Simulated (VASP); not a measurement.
A run of VASP 6.6.1 is set up as follows.

Contents of INCAR:

```
SYSTEM = SrO
  ALGO = Normal
  EDIFF = 1E-7
  ENCUT = 520
  GGA = PE
  ISIF = 2
  ISMEAR = -1
  LASPH = .True.
  LCHARG = .False.
  LREAL = .False.
  LWAVE = .False.
  NBANDS = 15
  NELM = 80
  PREC = Accurate
  SIGMA = 0.05
```

File KPOINTS:

```
k-points
0
Gamma
  9 9 9
  0 0 0
```

File POSCAR:

```
SrO
1.0
    0.0000000000      2.5663000000      2.5663000000
    2.5663000000      0.0000000000      2.5663000000
    2.5663000000      2.5663000000      0.0000000000
Sr O
1 1
Direct
    0.5000000000      0.5000000000      0.5000000000
    0.0000000000      0.0000000000      0.0000000000
```

Potentials or basis: VASP PAW PBE potentials, release 64 (Sr_sv, O).

Launch:

```console
$ cat potpaw_PBE.64/Sr_sv/POTCAR potpaw_PBE.64/O/POTCAR > POTCAR
$ mpirun -np 1 vasp_std > vasp.out
```

(1) Estimate the band gap on the k mesh.

(2) Predict the pressure.

## Answers

(1) 3.32 eV, indirect (least direct gap 3.41 eV).

(2) 3.9 GPa.

Caveat: an odd mesh through Γ misses points on the zone boundary, where band edges often lie.
